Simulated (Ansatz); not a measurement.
The system is Ir.

```
Ir
1.0
     0.00000    1.91560    1.91560
     1.91560    0.00000    1.91560
     1.91560    1.91560    0.00000
Ir
1
Direct
  0.00000 0.00000 0.00000
```

```yaml
Program: Ansatz 0.2.0
Task: single point
Functional: PBEsol
Potentials_or_basis: all-electron LAPW, scalar-relativistic
Cutoff: 284 eV (chosen from the basis error)
Basis_error_allowed: 0.001 eV/atom
k_mesh: 12 × 12 × 12
Occupations: fermi-dirac, width 0.05 eV
Spin: no spin polarisation
```

On this cell: pressure -0.7 GPa; band gap on the k mesh none (metal or under the smearing width).

The same run follows on a disturbed copy (cell strained at random at fixed volume):

```
CELL_PARAMETERS angstrom
-0.00903 1.95837 1.93892
1.89839 0.02290 1.90699
1.89968 1.92773 0.02161
ATOMIC_POSITIONS crystal
Ir 0.99766 0.99684 0.98575
```

Problem. What changes?

Solution. The energy (extrapolated to zero smearing) moves by +12.7 meV/atom; pressure -0.3 GPa; band gap on the k mesh none (metal or under the smearing width).

Stress tensor (GPa, compression positive):
```
 1.81  1.23  1.73
 1.23 -3.43 -8.29
 1.73 -8.29  0.59
```
